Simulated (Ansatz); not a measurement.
# How SiC answers to pressure

```cif
data_structure
_symmetry_space_group_name_H-M 'P 1'
_symmetry_Int_Tables_number 1
_cell_length_a 3.0760
_cell_length_b 3.0760
_cell_length_c 5.0480
_cell_angle_alpha 90.000
_cell_angle_beta 90.000
_cell_angle_gamma 120.000
_cell_volume 41.36
loop_
_atom_site_label
_atom_site_type_symbol
_atom_site_fract_x
_atom_site_fract_y
_atom_site_fract_z
_atom_site_occupancy
Si1 Si 0.33333 0.66667 0.00000 1
Si2 Si 0.66667 0.33333 0.50000 1
C1 C 0.33333 0.66667 0.38500 1
C2 C 0.66667 0.33333 0.88500 1
```

The runs use the primitive cell with vectors (3.076, 0.000, 0.000), (-1.538, 2.664, 0.000), (0.000, 0.000, 5.048) Å, to which the k mesh refers.

Conventional cell: a = 3.076 Å, b = 3.076 Å, c = 5.048 Å, α = 90.00°, β = 90.00°, γ = 120.00°. Si (atom 1) has 4 C at 1.87 to 1.94 Å as nearest neighbours. C (atom 3) has 4 Si at 1.87 to 1.94 Å as nearest neighbours.

The geometry is COD entry 9008875, unchecked; take it as a test cell.

Method: DFT, PBE, all-electron LAPW, scalar-relativistic in Ansatz 0.2.0.

Sampling and basis: a Γ-centred 15×15×8 k mesh, Fermi–Dirac smearing of 0.08 eV, basis error target 1 meV/atom, no spin polarisation.

The cell is scaled evenly with fractional coordinates held. Semilocal gaps are too small, but their slopes carry over better.

| V/V(cell) | P (GPa) | gap on the k mesh (eV) |
| --- | --- | --- |
| 0.9600 | 13.73 | 2.248 |
| 0.9800 | 8.48 | 2.287 |
| 0.9900 | 6.04 | 2.306 |
| 1.0000 | 3.71 | 2.324 |
| 1.0100 | 1.50 | 2.342 |
| 1.0200 | -0.61 | 2.359 |
| 1.0400 | -4.54 | 2.393 |
| 1.0600 | -8.10 | 2.426 |

From the rows at 0.9900 and 1.0100, what is the bulk modulus at the cell's volume?

B = −ΔP/Δln V = −[(1.50) − (6.04)]/0.02000 = 227.0 GPa.

What are the gap's volume deformation potential and pressure coefficient?

dEg/dln V = (2.342 − 2.306)/0.02000 = 1.80 eV, and dEg/dP = −(dEg/dln V)/B = -7.9 meV/GPa: pressure narrows the gap.

Predict the row at V/V(cell) = 0.9400. How far is a linear estimate of P off?

P = 19.52 GPa, gap 2.208 eV. The linear estimate P(cell) − B ln(V/V(cell)) = 17.76 GPa misses by 1.76 GPa, since the modulus grows under compression.
